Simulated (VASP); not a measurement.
Write the native input for VASP 6.6.1 that does the following.

```
Task                   : vibrations by finite differences
Functional             : PBE
Dispersion             : D3(BJ)
Potentials or basis    : VASP PAW PBE potentials, release 64 (Cl)
Cutoff                 : 400 eV
k mesh                 : 1 × 1 × 1
Occupations            : gaussian, width 0.01 eV
Spin                   : no spin polarisation
Further INCAR settings : ALGO = Normal; EDIFF = 1e-07; NBANDS = 14; ISYM = 0; IBRION = 5; POTIM = 0.015; NSW = 1
```

The structure of Cl2 lies in POSCAR:

```
Cl                                      
1.0
   12.2435518912      0.0000000000      0.0000000000
    0.0000000000     12.7435518912      0.0000000000
    0.0000000000      0.0000000000     13.2435518912
  Cl            
     2
Selective dynamics
Direct
0.5070694910999975  0.4647347348999986  0.5658264453999990  T T T
0.4930922880048684  0.5422088389784742  0.4356915466390348  T T T
```

The input as run:

INCAR

```
  ALGO = Normal
  EDIFF = 1E-7
  ENCUT = 400
  GGA = PE
  IBRION = 5
  ISIF = 2
  ISMEAR = 0
  ISYM = 0
  IVDW = 12
  LASPH = True
  LCHARG = False
  LREAL = False
  LWAVE = False
  NBANDS = 14
  NELM = 80
  NFREE = 2
  NSW = 1
  POTIM = 0.015
  PREC = Accurate
  SIGMA = 0.01
```

KPOINTS

```
k-points
0
Gamma
  1 1 1
```

Potentials or basis: VASP PAW PBE potentials, release 64 (Cl).

Command:

```bash
$ cat potpaw_PBE.64/Cl/POTCAR > POTCAR
$ mpirun -np 1 vasp_gam > vasp.out
```

Results of the run:

```json
{
  "Highest phonon frequency at Γ": "537 cm⁻¹",
  "Dispersion energy per atom": "-0.014 eV"
}
```

Caveat: some modes are imaginary.

Wall time 11 min on 1 thread of AMD EPYC 9R14 (Zen 4), with other jobs on the host, peak memory 1.1 GiB.
